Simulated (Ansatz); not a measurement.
# Hf2Si5: the cost of one run

Program: Ansatz 0.2.0. Level of theory: DFT PBEsol, scalar-relativistic, plane waves, PAW. These are calculated values, not measurements.

2 further runs of the same task are left out: 2 set aside as unsound or not needed.

## Step 1: Starting point

The structure is orthorhombic, space group Cmcm (No. 63). The conventional cell has a = 3.650 Å, b = 14.345 Å, c = 3.636 Å, α = 90.00°, β = 90.00°, γ = 90.00°. Hf (site symmetry m2m) is surrounded by 10 Si at 2.67 to 2.93 Å. Si (site symmetry m2m) has 2 Si at 2.41 Å and 6 Hf at 2.67 to 2.93 Å as nearest neighbours. Si (site symmetry m2m) has 4 Si at 2.58 Å and 4 Hf at 2.77 Å as nearest neighbours.

Structure file:

```
CELL_PARAMETERS angstrom
1.82500 -7.17250 0.00000
1.82500 7.17250 0.00000
0.00000 0.00000 3.63610
ATOMIC_POSITIONS crystal
Hf 0.89530 0.10470 0.75000
Hf 0.10470 0.89530 0.25000
Si 0.55518 0.44482 0.75000
Si 0.44482 0.55518 0.25000
Si 0.25022 0.74978 0.75000
Si 0.74978 0.25022 0.25000
```

This cell was relaxed beforehand with the same method: volume 15.87 Å³/atom, gap on the mesh none (metal).

The bulk reference comes from a run made before at the same settings: -5614.3338 eV/atom.

## Step 2: Cutting the (010) slab

Miller indices refer to the conventional cell of the relaxed bulk, Cmcm (No. 63): a = 3.650 Å, b = 14.345 Å, c = 3.636 Å, α = 90.00°, β = 90.00°, γ = 90.00°.

The slab is a (010) slab, 14.4 Å thick as cut, with 15 Å of vacuum; its outer planes are Si (top) and Si (bottom).

The slab as cut. Layers, bottom to top:

```tsv
plane	atoms per cell	height over the lowest (Å)
1	Si2	0.00
2	Hf	2.08
3	Si	2.79
4	Si	4.38
5	Hf	5.09
6	Si2	7.17
7	Hf	9.26
8	Si	9.97
9	Si	11.55
10	Hf	12.26
11	Si2	14.34
```

## Step 3: Single point on the unrelaxed (010) slab

The cell repeats along c, and a dipole correction in the vacuum removes the field between the copies.

File input.yaml:

```yaml
crystal:
  lattice:
    - [3.6361020676, 0.0, 0.0]
    - [0.0, 3.6500013242, 0.0]
    - [0.0, 0.0, 29.3512961764]
  atoms:
    - { symbol: Si, position: [0.25, 0.5, 0.2555253422] }
    - { symbol: Si, position: [0.75, 0.0, 0.2557398821] }
    - { symbol: Hf, position: [0.75, 0.5, 0.3266475211] }
    - { symbol: Si, position: [0.25, 0.0, 0.3508467669] }
    - { symbol: Si, position: [0.75, 0.0, 0.4047858453] }
    - { symbol: Hf, position: [0.25, 0.5, 0.4289850911] }
    - { symbol: Si, position: [0.25, 0.0, 0.4998927301] }
    - { symbol: Si, position: [0.75, 0.5, 0.5001072699] }
    - { symbol: Hf, position: [0.75, 0.0, 0.5710149089] }
    - { symbol: Si, position: [0.25, 0.5, 0.5952141547] }
    - { symbol: Si, position: [0.75, 0.5, 0.6491532331] }
    - { symbol: Hf, position: [0.25, 0.0, 0.6733524789] }
    - { symbol: Si, position: [0.25, 0.5, 0.7442601179] }
    - { symbol: Si, position: [0.75, 0.0, 0.7444746578] }
basis:
  ecutwfc: 420
kpoints:
  mp_grid: { grid: [10, 10, 1] }
hamiltonian:
  xc: pbesol
scf:
  occupations: { method: gaussian, width: 0.1 }
output:
  forces: true
  stress: true
  eigenvalues: true
efield:
  axis: 3
  dipole_correction: true
```

Q: Estimate wall time and peak memory on 1 thread of an x86-64 CPU, shared host.

About 61 s, with a peak of 1.1 GiB.
